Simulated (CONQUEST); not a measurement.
An input for CONQUEST 1.3 (TiS2):

Conquest_input

```
IO.Title TiS2
IO.Coordinates coords.dat
IO.FractionalAtomicCoords T
IO.Iprint 2
IO.Iprint_init 1
General.NumberOfSpecies 2
General.PseudopotentialType hamann
General.DistanceUnits A
General.FunctionalType 102
General.DifferentFunctional T
AtomMove.TypeOfRun cg
AtomMove.FullStress T
Grid.GridCutoff 100
DM.SolutionMethod diagon
Diag.MPMesh T
Diag.GammaCentred T
Diag.MPMeshX 5
Diag.MPMeshY 3
Diag.MPMeshZ 1
Diag.kT 0.00099223
minE.SCTolerance 1e-7
SC.MaxIters 100
IO.AtomChargeOutput T
SC.KerkerPreCondition T
SC.KerkerFactor 0.3
SC.LinearMixingFactor 0.3
AtomMove.NumSteps 30
AtomMove.WriteExtXYZ T
AtomMove.OutputFreq 1
AtomMove.WriteXSF F
IO.Iprint_SC 1
IO.Iprint_DM 1
AtomMove.MaxForceTol 1e-3
AtomMove.CGLineMin backtrack
IO.DumpESPot T
%block ChemicalSpeciesLabel
1 32.070 S
2 47.880 Ti
%endblock
```

The input coords.dat:

```
    3.4120005730     0.0000000000     0.0000000000
    0.0000000000     5.9097583470     0.0000000000
    0.0000000000     0.0000000000    23.5425000000
12
  0.0000000000   0.3333333330   0.6814272060 1 F F F
  0.5000000000   0.8333333330   0.6814272060 1 F F F
  0.0000000000   0.0000000000   0.6209514710 2 F F F
  0.5000000000   0.5000000000   0.6209514710 2 F F F
  0.0000000000   0.6666666670   0.5604757350 1 F F F
  0.5000000000   0.1666666670   0.5604757350 1 F F F
  0.0000000000   0.3333333330   0.4395242650 1 T T T
  0.5000000000   0.8333333330   0.4395242650 1 T T T
  0.0000000000   0.0000000000   0.3790485290 2 T T T
  0.5000000000   0.5000000000   0.3790485290 2 T T T
  0.0000000000   0.6666666670   0.3185727940 1 T T T
  0.5000000000   0.1666666670   0.3185727940 1 T T T
```

Potentials or basis: PseudoDojo NC PBE, SZ, grid cutoff 100 Ha.

The run is started by

```sh
$ OMP_NUM_THREADS=1 Conquest
```

Task: What does the program do with it?

Result: The run stopped without a result. It printed:

Output:

```text
Simulation cell dimensions:     3.4120 A  x     5.9098 A  x    23.5425 A

      Atomic coordinates (A )
         Atom         X         Y         Z  Species
            1    0.0000    3.7226   30.3159        1
            2    3.2239    9.3065   30.3159        1
            3    0.0000    0.0000   27.6254        2
            4    3.2239    5.5839   27.6254        2
            5    0.0000    7.4452   24.9349        1
            6    3.2239    1.8613   24.9349        1
[... 232 lines left out ...]
          Free Energy (E-TS)               :      -325.927414761355180 Ha
          Harris-Foulkes Energy            :      -325.927157860073294 Ha
          Free Energy (E-TS)               :      -325.927414002976491 Ha
          Harris-Foulkes Energy            :      -325.927157915827365 Ha
          Free Energy (E-TS)               :      -325.927414054123233 Ha
          Harris-Foulkes Energy            :      -325.927156875100650 Ha
          Free Energy (E-TS)               :      -325.927413009840507 Ha
          Harris-Foulkes Energy            :      -325.927155120683096 Ha
          Free Energy (E-TS)               :      -325.927411087506243 Ha
  Error in process    1
  lateSC: too many iterations:        100       100

MPI_ABORT
```
